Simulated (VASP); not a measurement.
Wanted: the native input for a VASP 6.6.1 run.

* Task: relaxation of cell and atoms
* Functional: PBE
* Potentials or basis: VASP PAW PBE potentials, release 64 (Zr_sv, N)
* Cutoff: 600 eV
* k mesh: 14 × 14 × 14
* Occupations: methfessel-paxton, width 0.1 eV
* Spin: no spin polarisation
* Further INCAR settings: ALGO = Normal; EDIFF = 1e-07; IBRION = 2; EDIFFG = -0.005; NSW = 90; ISIF = 3

The structure of ZrN lies in POSCAR:

```
ZrN                                     
1.0
   -0.0000000000      2.2978267822      2.2978267822
    2.2978267822     -0.0000000000      2.2978267822
    2.2978267822      2.2978267822      0.0000000000
  Zr              N             
     1     1
Direct
     0.5000000000000000    0.5000000000000000    0.5000000000000000
     0.0000000000000000    0.0000000000000000    0.0000000000000000
```

The input as run:

INCAR

```
ALGO = Normal ; EDIFF = 1E-7
EDIFFG = -0.005 ; ENCUT = 600
GGA = PE ; IBRION = 2
ISIF = 3 ; ISMEAR = 1
LASPH = True ; LCHARG = False
LREAL = False ; LWAVE = False
NELM = 80 ; NSW = 90
PREC = Accurate ; SIGMA = 0.1
```

KPOINTS

```
k-points
0
Gamma
  14 14 14
```

Potentials or basis: VASP PAW PBE potentials, release 64 (Zr_sv, N).

Launch:

```console
$ cat potpaw_PBE.64/Zr_sv/POTCAR potpaw_PBE.64/N/POTCAR > POTCAR
$ mpirun -np 1 vasp_std > vasp.out
```

Results of the run:

- Pressure after relaxing: 0.0 GPa
- Band gap on the k mesh: none (metal or under the smearing width)

Caveat: the relaxation stopped at its first step, so nothing moved.

Run time: 18 s on 1 thread of Intel(R) Xeon(R) 6975P-C (Granite Rapids), on a shared host, peak memory 0.18 GiB.
